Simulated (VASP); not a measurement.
# P: single point with PBEsol

Crystal: P.

```xyz
1
Lattice="4.5108 0.0000 0.0000 0.0000 4.5108 0.0000 0.0000 0.0000 3.9285" Properties=species:S:1:pos:R:3 pbc="T T T"
P     0.0000    0.0000    0.0000
```

This isn't the form of P at room conditions, which is orthorhombic.

| Quantity | Value |
| --- | --- |
| Program | VASP 6.6.1 |
| Task | single point |
| Functional | PBEsol |
| Potentials or basis | VASP PAW PBE potentials, release 64 (P) |
| Cutoff | 520 eV |
| k mesh | 12 × 12 × 12 |
| Occupations | gaussian, width 0.15 eV |
| Spin | no spin polarisation |

```json
{
 "Pressure": "-3.9 GPa",
 "Band gap on the k mesh": "none (metal or under the smearing width)"
}
```

Stress tensor (GPa, compression positive):
```
-3.03  0.00  0.00
 0.00 -3.03  0.00
 0.00  0.00 -5.55
```

Levels at points of the mesh, in eV from the Fermi level:
```csv
k point,band 1,band 2,band 3,band 4,band 5,band 6,band 7,band 8
"(0.00, 0.00, 0.00)",-8.77,0.30,0.30,1.01,4.61,7.22,7.79,11.44
"(0.50, 0.00, 0.00)",-8.66,-0.76,0.41,1.09,6.41,7.35,8.20,9.23
"(0.50, 0.50, 0.00)",-8.55,-0.54,-0.54,1.16,5.77,8.22,9.48,9.48
"(0.00, 0.00, 0.50)",-8.44,-1.05,0.59,0.59,6.70,7.78,8.35,9.11
"(0.50, 0.00, 0.50)",-8.34,-0.85,-0.28,0.68,5.90,8.18,9.60,9.64
"(0.50, 0.50, 0.50)",-8.25,-0.68,-0.12,-0.12,6.77,6.77,7.33,9.28
```

Wall time 43 s on 1 thread of Intel(R) Xeon(R) 6975P-C (Granite Rapids) (shared host), peak memory 0.25 GiB.

Caveat: the PAW data sets were made with another functional, which shifts forces and pressure a little.
